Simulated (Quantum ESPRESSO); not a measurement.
C:

```
C
1.0
     0.00000    1.78337    1.78337
     1.78337    0.00000    1.78337
     1.78337    1.78337    0.00000
C
2
Direct
  0.75000 0.75000 0.75000
  0.50000 0.50000 0.50000
```

This isn't the form of C at room conditions, which is graphite.

| Item | Value |
| --- | --- |
| Program | Quantum ESPRESSO 7.5 |
| Task | single point |
| Functional | PBE |
| Potentials or basis | SSSP 1.3 efficiency PBE |
| Cutoff | 748 eV |
| Density cutoff | 5987 eV |
| k mesh | 13 × 13 × 13 |
| Occupations | fermi-dirac, width 0.05 eV |
| Spin | no spin polarisation |

On this cell: pressure 1.9 GPa; largest force zero by symmetry; band gap on the k mesh 4.16 eV, indirect (least direct gap 5.60 eV).

The same run follows on a disturbed copy (atoms moved at random, drawn with an rms of 0.05 Å):

```
CELL_PARAMETERS angstrom
0.00000 1.78337 1.78337
1.78337 0.00000 1.78337
1.78337 1.78337 0.00000
ATOMIC_POSITIONS crystal
C 0.74778 0.75306 0.75416
C 0.48928 0.49860 0.49360
```

What changes?

The energy moves by +21.0 meV/atom; pressure 2.7 GPa; largest force 1.661 eV/Å; band gap on the k mesh 3.25 eV, indirect (least direct gap 3.99 eV).

Forces on the atoms (eV/Å):
```
C   -0.897 -1.182 -0.746
C    0.897  1.182  0.746
```

Stress tensor (GPa, compression positive):
```
 2.74 -0.35 -1.00
-0.35  2.63 -0.59
-1.00 -0.59  2.78
```

Caveats: an odd mesh through Γ misses points on the zone boundary, where band edges often lie.
